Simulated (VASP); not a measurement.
# InAs (Fm-3m) in VASP: a series of runs, part 2 of 2

VASP 6.6.1.

## Step 3: Single point, PBE, spin-orbit coupling, no magnetisation

Input file INCAR:

```
ALGO = Normal ; EDIFF = 1E-7
ENCUT = 340 ; GGA = PE
GGA_COMPAT = F ; ISIF = 2
ISMEAR = 0 ; LASPH = T
LCHARG = F ; LORBIT = 11
LREAL = F ; LSORBIT = T
LWAVE = F ; MAGMOM = 0 0 0 0 0 0
NBANDS = 34 ; NELM = 100
PREC = Accurate ; SIGMA = 0.02
```

Input file KPOINTS:

```
k-points
0
Gamma
  8 8 8
```

Input file POSCAR:

```
InAs
1.0
    0.0000000000      2.8773040000      2.8773040000
    2.8773040000      0.0000000000      2.8773040000
    2.8773040000      2.8773040000      0.0000000000
In As
1 1
Direct
    0.5000000000      0.5000000000      0.5000000000
    0.0000000000      0.0000000000      0.0000000000
```

Potentials or basis: VASP PAW PBE potentials, release 64 (In_d, As).

Command:

```bash
> cat potpaw_PBE.64/In_d/POTCAR potpaw_PBE.64/As/POTCAR > POTCAR
> mpirun -np 1 vasp_ncl > vasp.out
```

OUTCAR:

```text
EDIFF = 1E-7
   ENCUT = 340
   GGA = PE
   ISIF = 2
   ISMEAR = 0
   LASPH = T
   LORBIT = 11
   LREAL = F
   LSORBIT = T
   NELM = 100
   PREC = Accurate

 Found     29 irreducible k-points:

 Following reciprocal coordinates:
            Coordinates               Weight
  0.000000  0.000000  0.000000      1.000000
  0.125000  0.000000  0.000000      8.000000
  0.250000  0.000000  0.000000      8.000000
  0.375000  0.000000  0.000000      8.000000
  0.500000  0.000000  0.000000      4.000000
  0.125000  0.125000  0.000000      6.000000
   k-points           NKPTS =     29   k-points in BZ     NKDIM =     29   number of bands    NBANDS=     34
   number of dos      NEDOS =    301   number of ions     NIONS =      2
   total plane-waves  NPLWV =  13824
   dimension x,y,z NGX =    24 NGY =   24 NGZ =   24
   dimension x,y,z NGXF=    48 NGYF=   48 NGZF=   48
   ions per type =               1   1
   NGX,Y,Z   is equivalent  to a cutoff of   9.81,  9.81,  9.81 a.u.
   NGXF,Y,Z  is equivalent  to a cutoff of  19.61, 19.61, 19.61 a.u.
 SYSTEM =  unknown system
   PREC   = accura    normal or accurate (medium, high low for compatibility)
   ISTART =      0    job   : 0-new  1-cont  2-samecut
   ICHARG =      2    charge: 1-file 2-atom 10-const
   ISPIN  =      1    spin polarized calculation?
[... 315 lines left out ...]
     0.0000000     0.0000000     0.0000000     0.0000000     0.0000000     0.0000000     0.0000000
     0.0000000     0.0000000     0.0000000     0.0000000     0.0000000     0.0000000     0.0000000
     0.0000000     0.0000000     0.0000000     0.0000000     0.0000000     0.0000000     0.0000000
     0.0000000     0.0000000     0.0000000     0.0000000     0.0000000     0.0000000     0.0000000

 Ion:    2  E_soc:     -0.0338543
 l=   1
     0.0000000    -0.0056438    -0.0056438
    -0.0056438     0.0000000    -0.0056438
    -0.0056438    -0.0056438     0.0000000
 l=   2
     0.0000000    -0.0000009     0.0000000    -0.0000009     0.0000023
    -0.0000009     0.0000000     0.0000017    -0.0000009     0.0000006
     0.0000000     0.0000017     0.0000000     0.0000017     0.0000000
    -0.0000009    -0.0000009     0.0000017     0.0000000     0.0000006
     0.0000023     0.0000006     0.0000000     0.0000006     0.0000000
 l=   3
     0.0000000     0.0000000     0.0000000     0.0000000     0.0000000     0.0000000     0.0000000
     0.0000000     0.0000000     0.0000000     0.0000000     0.0000000     0.0000000     0.0000000
     0.0000000     0.0000000     0.0000000     0.0000000     0.0000000     0.0000000     0.0000000
     0.0000000     0.0000000     0.0000000     0.0000000     0.0000000     0.0000000     0.0000000
     0.0000000     0.0000000     0.0000000     0.0000000     0.0000000     0.0000000     0.0000000
     0.0000000     0.0000000     0.0000000     0.0000000     0.0000000     0.0000000     0.0000000
     0.0000000     0.0000000     0.0000000     0.0000000     0.0000000     0.0000000     0.0000000

 total charge

# of ion       s       p       d       tot
------------------------------------------
    1        0.883   0.559   9.875  11.318
    2        1.267   1.431   0.024   2.722
--------------------------------------------------
tot          2.150   1.991   9.899  14.040

 magnetization (x)

# of ion       s       p       d       tot
------------------------------------------
    1        0.000   0.000   0.000   0.000
    2        0.000   0.000   0.000   0.000
--------------------------------------------------
tot          0.000   0.000   0.000   0.000

 magnetization (y)

# of ion       s       p       d       tot
------------------------------------------
    1        0.000   0.000   0.000   0.000
    2       -0.000   0.000  -0.000  -0.000
--------------------------------------------------
tot          0.000   0.000   0.000   0.000

 magnetization (z)

# of ion       s       p       d       tot
------------------------------------------
    1        0.000   0.000   0.000   0.000
    2        0.000   0.000  -0.000  -0.000
--------------------------------------------------
tot          0.000   0.000   0.000   0.000
```

stdout:

```text
POSCAR found type information on POSCAR InAs
 POSCAR found :  2 types and       2 ions
 scaLAPACK will be used
 LDA part: xc-table for (Slater+PW92), standard interpolation
 POSCAR, INCAR and KPOINTS ok, starting setup
 FFT: planning ... GRIDC
 FFT: planning ... GRID_SOFT
 FFT: planning ... GRID
 WAVECAR not read
 entering main loop
```

Run time: 31 s. Hardware: 1 thread of AMD EPYC 9R45 (Zen 5), shared host; peak memory 0.18 GiB.

The run converged, but some of its settings lie outside the range that counts as converged, so its numbers aren't taken as properties of the crystal.

What came out:

| Quantity | Value |
| --- | --- |
| Free energy | -7.3611 eV |
| Pressure | -0.3 GPa |
| Valence electrons inside the program's atomic spheres | In 11.32; As 2.72 |

## Step 4: Single point, PBE, spin-orbit coupling, no magnetisation

INCAR: that of step 3 with these lines changed.

```diff
@@ -1,3 +1,3 @@
 ALGO = Normal ; EDIFF = 1E-7
-ENCUT = 340 ; GGA = PE
+ENCUT = 650 ; GGA = PE
 GGA_COMPAT = F ; ISIF = 2
```

Input file KPOINTS:

```
k-points
0
Gamma
  6 6 6
```

POSCAR is that of step 3.

Command:

```bash
> cat potpaw_PBE.64/In_d/POTCAR potpaw_PBE.64/As/POTCAR > POTCAR
> mpirun -np 1 vasp_ncl > vasp.out
```

Run time: 59 s. Hardware: 1 thread of AMD EPYC 9R45 (Zen 5), shared host; peak memory 0.36 GiB.

The run converged, but some of its settings lie outside the range that counts as converged, so its numbers aren't taken as properties of the crystal.

What came out:

```yaml
Free_energy: -7.3951 eV
Pressure: 0.0 GPa
Valence_electrons_inside_the_program's_atomic_spheres: In 11.31; As 2.73
```

## Step 5: Single point, PBE, spin-orbit coupling, no magnetisation

INCAR: that of step 4 with these lines changed.

```diff
@@ -1,3 +1,3 @@
 ALGO = Normal ; EDIFF = 1E-7
-ENCUT = 650 ; GGA = PE
+ENCUT = 400 ; GGA = PE
 GGA_COMPAT = F ; ISIF = 2
```

Input file KPOINTS:

```
k-points
0
Gamma
  8 8 8
```

POSCAR is that of step 4.

Potentials or basis: VASP PAW PBE potentials, release 64 (In_d, As).

Command:

```bash
> cat potpaw_PBE.64/In_d/POTCAR potpaw_PBE.64/As/POTCAR > POTCAR
> mpirun -np 1 vasp_ncl > vasp.out
```

OUTCAR:

```text
EDIFF = 1E-7
   ENCUT = 400
   GGA = PE
   ISIF = 2
   ISMEAR = 0
   LASPH = T
   LORBIT = 11
   LREAL = F
   LSORBIT = T
   NELM = 100
   PREC = Accurate

 Found     29 irreducible k-points:

 Following reciprocal coordinates:
            Coordinates               Weight
  0.000000  0.000000  0.000000      1.000000
  0.125000  0.000000  0.000000      8.000000
  0.250000  0.000000  0.000000      8.000000
  0.375000  0.000000  0.000000      8.000000
  0.500000  0.000000  0.000000      4.000000
  0.125000  0.125000  0.000000      6.000000
   k-points           NKPTS =     29   k-points in BZ     NKDIM =     29   number of bands    NBANDS=     34
   number of dos      NEDOS =    301   number of ions     NIONS =      2
   total plane-waves  NPLWV =  21952
[... 342 lines left out ...]
     0.0000000     0.0000000     0.0000000     0.0000000     0.0000000     0.0000000     0.0000000
     0.0000000     0.0000000     0.0000000     0.0000000     0.0000000     0.0000000     0.0000000
     0.0000000     0.0000000     0.0000000     0.0000000     0.0000000     0.0000000     0.0000000
     0.0000000     0.0000000     0.0000000     0.0000000     0.0000000     0.0000000     0.0000000
     0.0000000     0.0000000     0.0000000     0.0000000     0.0000000     0.0000000     0.0000000
     0.0000000     0.0000000     0.0000000     0.0000000     0.0000000     0.0000000     0.0000000
     0.0000000     0.0000000     0.0000000     0.0000000     0.0000000     0.0000000     0.0000000

 total charge

# of ion       s       p       d       tot
------------------------------------------
    1        0.883   0.559   9.877  11.319
    2        1.267   1.432   0.024   2.722
--------------------------------------------------
tot          2.149   1.991   9.901  14.042

 magnetization (x)

# of ion       s       p       d       tot
------------------------------------------
    1        0.000   0.000  -0.000   0.000
    2        0.000  -0.000  -0.000  -0.000
--------------------------------------------------
tot          0.000  -0.000  -0.000   0.000

 magnetization (y)

# of ion       s       p       d       tot
------------------------------------------
    1        0.000   0.000   0.000   0.000
    2        0.000  -0.000  -0.000  -0.000
--------------------------------------------------
tot          0.000  -0.000  -0.000   0.000

 magnetization (z)

# of ion       s       p       d       tot
------------------------------------------
    1       -0.000   0.000   0.000  -0.000
    2       -0.000  -0.000   0.000  -0.000
--------------------------------------------------
tot         -0.000  -0.000   0.000  -0.000
```

OSZICAR:

```text
N       E                     dE             d eps       ncg     rms          rms(c)
DAV:   1     0.141405013026E+03    0.14141E+03   -0.68372E+03  2000   0.104E+03
DAV:   2     0.713520317915E+01   -0.13427E+03   -0.12714E+03  2026   0.296E+02
DAV:   3    -0.698405433245E+01   -0.14119E+02   -0.13753E+02  2380   0.102E+02
DAV:   4    -0.752424666649E+01   -0.54019E+00   -0.53805E+00  2310   0.201E+01
DAV:   5    -0.754558459806E+01   -0.21338E-01   -0.21334E-01  3100   0.377E+00    0.364E+00
DAV:   6    -0.736262950991E+01    0.18296E+00   -0.25225E-01  2742   0.890E+00    0.188E+00
DAV:   7    -0.736280508972E+01   -0.17558E-03   -0.58637E-02  2818   0.146E+00    0.774E-01
DAV:   8    -0.736291684533E+01   -0.11176E-03   -0.22104E-03  2390   0.463E-01    0.322E-01
DAV:   9    -0.736305895867E+01   -0.14211E-03   -0.20647E-04  2552   0.107E-01    0.868E-02
DAV:  10    -0.736310348996E+01   -0.44531E-04   -0.27009E-05  2740   0.606E-02    0.368E-02
DAV:  11    -0.736311604289E+01   -0.12553E-04   -0.10904E-05  2412   0.255E-02    0.408E-03
DAV:  12    -0.736311706003E+01   -0.10171E-05   -0.13378E-06  2446   0.172E-02    0.126E-03
DAV:  13    -0.736311689366E+01    0.16636E-06   -0.94228E-08  1956   0.243E-03    0.108E-03
DAV:  14    -0.736311685168E+01    0.41985E-07   -0.24454E-08  1398   0.212E-03
   1 F= -.73631169E+01 E0= -.73630050E+01  d E =-.223714E-03  mag=     0.0000    -0.0000    -0.0000
```

stdout:

```text
POSCAR found type information on POSCAR InAs
 POSCAR found :  2 types and       2 ions
 scaLAPACK will be used
 LDA part: xc-table for (Slater+PW92), standard interpolation
 POSCAR, INCAR and KPOINTS ok, starting setup
 FFT: planning ... GRIDC
 FFT: planning ... GRID_SOFT
 FFT: planning ... GRID
 WAVECAR not read
 entering main loop
```

It took 50 s on 1 thread of AMD EPYC 9R45 (Zen 5), shared host; peak memory 0.23 GiB.

The run converged, but some of its settings lie outside the range that counts as converged, so its numbers aren't taken as properties of the crystal.

What came out:

| Quantity | Value |
| --- | --- |
| Free energy | -7.3631 eV |
| Pressure | 0.0 GPa |
| Valence electrons inside the program's atomic spheres | In 11.32; As 2.72 |
